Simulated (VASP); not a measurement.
**Input and output of a VASP r²SCAN single-point calculation on MgO (strained rocksalt)**

INCAR

```
LREAL = .FALSE.
LWAVE = .FALSE.
NBANDS = 11
ISIF = 2
SIGMA = 0.01
PREC = Accurate
EDIFF = 1E-7
ALGO = Normal
METAGGA = R2SCAN
IBRION = -1
NSW = 0
LASPH = .TRUE.
ISMEAR = 0
ENCUT = 520
LCHARG = .FALSE.
NELM = 120
```

KPOINTS

```
KPOINTS created by Atomic Simulation Environment
0
Gamma
10 10 10
0 0 0
```

KPOINTS_OPT

```
special points
6
Reciprocal
0.0000000000 0.0000000000 0.0000000000 1
0.5000000000 0.0000000000 0.5000000000 1
0.6250000000 0.2500000000 0.6250000000 1
0.3750000000 0.3750000000 0.7500000000 1
0.5000000000 0.5000000000 0.5000000000 1
0.5000000000 0.2500000000 0.7500000000 1
```

POSCAR

```
Mg O
 1.0000000000000000
     0.0000000000000000    2.0601240670999998    2.0601240670999998
     2.0601240670999998    0.0000000000000000    2.0601240670999998
     2.0601240670999998    2.0601240670999998    0.0000000000000000
 Mg  O
   1   1
Cartesian
  0.0000000000000000  0.0000000000000000  0.0000000000000000
  2.0601240670999998  2.0601240670999998  2.0601240670999998
```

VASP ran with the recommended PBE PAW datasets (8 valence electrons in the cell).

Command

```
mpirun -np 1 vasp_std
```

OSZICAR

```
N       E                     dE             d eps       ncg     rms          rms(c)
DAV:   1     0.109053827297E+02    0.10905E+02   -0.48428E+03  1178   0.670E+02
DAV:   2    -0.191211872926E+02   -0.30027E+02   -0.29010E+02  1200   0.145E+02
DAV:   3    -0.197737538089E+02   -0.65257E+00   -0.65192E+00  1226   0.184E+01
DAV:   4    -0.197752477936E+02   -0.14940E-02   -0.14940E-02  1151   0.104E+00
DAV:   5    -0.197752527899E+02   -0.49963E-05   -0.49962E-05  1202   0.595E-02    0.691E+00
DAV:   6    -0.160617794346E+02    0.37135E+01   -0.52130E+00  1082   0.128E+01    0.195E+00
DAV:   7    -0.161220001583E+02   -0.60221E-01   -0.28361E-01  1187   0.383E+00    0.144E+00
DAV:   8    -0.161341537925E+02   -0.12154E-01   -0.65824E-02  1082   0.239E+00    0.555E-01
DAV:   9    -0.161302809312E+02    0.38729E-02   -0.12543E-02  1100   0.743E-01    0.140E-01
DAV:  10    -0.161301833487E+02    0.97582E-04   -0.11057E-03  1157   0.242E-01    0.216E-02
DAV:  11    -0.161302013983E+02   -0.18050E-04   -0.11188E-05  1151   0.299E-02    0.653E-03
DAV:  12    -0.161302032725E+02   -0.18741E-05   -0.35059E-07  1160   0.411E-03    0.384E-03
DAV:  13    -0.161302029178E+02    0.35467E-06   -0.10178E-06  1100   0.681E-03    0.958E-05
DAV:  14    -0.161302026712E+02    0.24655E-06   -0.42039E-09   568   0.596E-04    0.992E-05
DAV:  15    -0.161302025938E+02    0.77445E-07   -0.65465E-10   556   0.162E-04
   1 F= -.16130203E+02 E0= -.16130203E+02  d E =-.250933E-17
       N       E                     dE             ncg
DAV:   1     0.477204848034E+03   -0.21006E+04      156
DAV:   2     0.326166764511E+03   -0.15104E+03      153
DAV:   3     0.323608193069E+03   -0.25586E+01      159
DAV:   4     0.323601182132E+03   -0.70109E-02      150
DAV:   5     0.323601157458E+03   -0.24674E-04      156
DAV:   6     0.323601157338E+03   -0.12048E-06      147
DAV:   7     0.323601157338E+03   -0.91177E-10      129
```

From OUTCAR

```
k-points           NKPTS =     47   k-points in BZ     NKDIM =     47   number of bands    NBANDS=     11

   NELECT =       8.0000    total number of electrons

   dimension x,y,z NGX =    24 NGY =   24 NGZ =   24
   dimension x,y,z NGXF=    48 NGYF=   48 NGZF=   48

  energy-cutoff  :      520.00
  volume of cell :       17.49
      direct lattice vectors                 reciprocal lattice vectors
     0.000000000  2.060124067  2.060124067    -0.242703829  0.242703829  0.242703829
     2.060124067  0.000000000  2.060124067     0.242703829 -0.242703829  0.242703829
     2.060124067  2.060124067  0.000000000     0.242703829  0.242703829 -0.242703829

 k-points in reciprocal lattice and weights: KPOINTS created by Atomic Simulation Env
   0.00000000  0.00000000  0.00000000       0.001
   0.10000000  0.00000000  0.00000000       0.008
   0.20000000  0.00000000  0.00000000       0.008
   0.30000000  0.00000000  0.00000000       0.008
   0.40000000  0.00000000  0.00000000       0.008
   0.50000000  0.00000000  0.00000000       0.004
   0.10000000  0.10000000  0.00000000       0.006
   0.20000000  0.10000000  0.00000000       0.024
   ...

 E-fermi :   3.3340

 k-point     1 :       0.0000    0.0000    0.0000
  band No.  band energies     occupation
      1     -15.2714      2.00000
      2       3.2796      2.00000
      3       3.2796      2.00000
      4       3.2796      2.00000
      5       9.5812      0.00000
      6      20.5014      0.00000
      7      20.5014      0.00000
      8      20.5014      0.00000
      9      24.8409      0.00000
     10      26.6831      0.00000
     11      26.6831      0.00000

 k-point     2 :       0.1000    0.0000    0.0000
  band No.  band energies     occupation
      1     -15.1558      2.00000
      2       2.6326      2.00000
      3       3.2018      2.00000
      4       3.2018      2.00000
      5      10.1931      0.00000
      6      19.2414      0.00000
      7      20.7794      0.00000
      8      20.7794      0.00000
      9      26.0523      0.00000
     10      26.0523      0.00000
     11      26.6512      0.00000

 k-point     3 :       0.2000    0.0000    0.0000
  band No.  band energies     occupation
      1     -14.8352      2.00000
      2       1.2476      2.00000
      3       3.0048      2.00000
      4       3.0048      2.00000
      5      11.3969      0.00000
      6      17.7547      0.00000
      7      21.3805      0.00000
      8      21.3805      0.00000
      9      25.3884      0.00000
     10      25.3884      0.00000
     11      28.1164      0.00000

 k-point     4 :       0.3000    0.0000    0.0000
  band No.  band energies     occupation
      1     -14.4017      2.00000
      2      -0.1834      2.00000
      3       2.7734      2.00000
      4       2.7734      2.00000
      5      12.2781      0.00000
      6      17.2510      0.00000
      7      21.6500      0.00000
      8      21.6500      0.00000
      9      25.8598      0.00000
     10      25.8598      0.00000
     11      27.5678      0.00000

 k-point     5 :       0.4000    0.0000    0.0000
  band No.  band energies     occupation
      1     -14.0124      2.00000
      2      -1.2418      2.00000
      3       2.5948      2.00000
      4       2.5948      2.00000
      5      12.5223      0.00000
      6      17.6041      0.00000
      7      21.5089      0.00000
      8      21.5089      0.00000
      9      26.9553      0.00000
     10      27.2732      0.00000
     11      27.2732      0.00000

 k-point     6 :       0.5000    0.0000    0.0000
  band No.  band energies     occupation
      1     -13.8520      2.00000
      2      -1.6351      2.00000
      3       2.5284      2.00000
      4       2.5284      2.00000
      5      12.5278      0.00000
      6      17.8868      0.00000
      7      21.4124      0.00000
      8      21.4124      0.00000
      9      26.7254      0.00000
     10      28.1411      0.00000
     11      28.1411      0.00000

 k-point     7 :       0.1000    0.1000    0.0000
  band No.  band energies     occupation
      1     -15.1182      2.00000
      2       2.5679      2.00000
      3       3.1113      2.00000
      4       3.1113      2.00000
      5      10.3965      0.00000
      6      18.7964      0.00000
      7      20.9386      0.00000
      8      20.9386      0.00000
      9      24.8669      0.00000
     10      27.0150      0.00000
     11      27.2694      0.00000

 k-point     8 :       0.2000    0.1000    0.0000
  band No.  band energies     occupation
      1     -14.8687      2.00000
      2       1.5499      2.00000
      3       2.9084      2.00000
      4       2.9329      2.00000
      5      11.4207      0.00000
      6      17.5317      0.00000
      7      21.3960      0.00000
      8      21.4818      0.00000
      9      23.7642      0.00000
     10      26.8963      0.00000
     11      29.1979      0.00000

 k-point     9 :       0.3000    0.1000    0.0000
  band No.  band energies     occupation
      1     -14.4759      2.00000
      2       0.2437      2.00000
      3       2.6595      2.00000
      4       2.6794      2.00000
      5      12.4876      0.00000
      6      16.8561      0.00000
      7      21.2625      0.00000
      8      21.8815      0.00000
      9      24.0550      0.00000
     10      27.0673      0.00000
     11      29.0786      0.00000

 k-point    10 :       0.4000    0.1000    0.0000
  band No.  band energies     occupation
      1     -14.0710      2.00000
      2      -0.8649      2.00000
      3       2.3744      2.00000
      4       2.5091      2.00000
      5      12.9558      0.00000
      6      17.1624      0.00000
      7      20.7130      0.00000
      8      21.8565      0.00000
      9      25.4416      0.00000
     10      28.0059      0.00000
     11      28.5549      0.00000

 k-point    11 :       0.5000    0.1000    0.0000
  band No.  band energies     occupation
      1     -13.8300      2.00000
      2      -1.4489      2.00000
      3       2.1814      2.00000
      4       2.4533      2.00000
      5      13.0158      0.00000
      6      17.6943      0.00000
      7      20.4159      0.00000
      8      21.7239      0.00000
      9      26.7668      0.00000
     10      28.3186      0.00000
     11      28.4521      0.00000

 k-point    12 :      -0.4000    0.1000    0.0000
  band No.  band energies     occupation
      1     -13.8817      2.00000
      2      -1.3226      2.00000
      3       2.1426      2.00000
      4       2.5296      2.00000
      5      13.0284      0.00000
      6      17.5949      0.00000
      7      20.4845      0.00000
      8      21.7610      0.00000
      9      27.1320      0.00000
     10      27.3870      0.00000
     11      28.3785      0.00000

 k-point    13 :      -0.3000    0.1000    0.0000
  band No.  band energies     occupation
      1     -14.1964      2.00000
      2      -0.5304      2.00000
      3       2.2749      2.00000
      4       2.7151      2.00000
      5      12.8936      0.00000
      6      17.0701      0.00000
      7      20.8447      0.00000
      8      22.0071      0.00000
      9      25.1646      0.00000
     10      27.0176      0.00000
     11      28.7370      0.00000

 k-point    14 :      -0.2000    0.1000    0.0000
  band No.  band energies     occupation
      1     -14.6156      2.00000
      2       0.6714      2.00000
      3       2.5534      2.00000
      4       2.9474      2.00000
      5      12.1704      0.00000
      6      17.1308      0.00000
      7      21.1952      0.00000
      8      21.9850      0.00000
      9      24.0916      0.00000
     10      26.3020      0.00000
     11      29.2307      0.00000

 k-point    15 :      -0.1000    0.1000    0.0000
  band No.  band energies     occupation
      1     -14.9722      2.00000
      2       1.8899      2.00000
      3       2.9148      2.00000
      4       3.1372      2.00000
      5      11.0027      0.00000
      6      18.1221      0.00000
      7      21.1185      0.00000
      8      21.2241      0.00000
      9      24.7427      0.00000
     10      26.1945      0.00000
     11      28.4367      0.00000

 k-point    16 :       0.2000    0.2000    0.0000
  band No.  band energies     occupation
      1     -14.7071      2.00000
      2       1.1884      2.00000
      3       2.7040      2.00000
      4       2.7040      2.00000
      5      12.1109      0.00000
      6      16.5251      0.00000
      7      22.0357      0.00000
      8      22.0357      0.00000
      9      22.0553      0.00000
     10      27.9949      0.00000
     11      31.7115      0.00000

 ...

  Total        1.1233185      1.1233185      1.1233185      0.0000000      0.0000000     -0.0000000
  in kB      102.9208532    102.9208532    102.9208532      0.0000000      0.0000000     -0.0000000
  external PRESSURE =     102.9208532 kB  Pullay stress =       0.0000000 kB

 POSITION                                       TOTAL-FORCE (eV/Angst)
 -----------------------------------------------------------------------------------
      0.00000      0.00000      0.00000        -0.000000     -0.000000      0.000000
      2.06012      2.06012      2.06012         0.000000      0.000000     -0.000000
 -----------------------------------------------------------------------------------
    total drift:                               -0.000000     -0.000000      0.000000

  FREE ENERGIE OF THE ION-ELECTRON SYSTEM (eV)
  ---------------------------------------------------
  free  energy   TOTEN  =       -16.1302025938 eV

  energy  without entropy=      -16.1302025938  energy(sigma->0) =      -16.13020259
```

```
gap between bands v and c : 6.30 eV
least direct gap          : 6.30 eV
pressure                  : 10.3 GPa
```

Band v is the last that the valence electrons fill when counted band by band, and c is the next.

The run took about 32 s on one core of a shared host (Intel Xeon Platinum 8488C) and held 0.15 GiB at most.
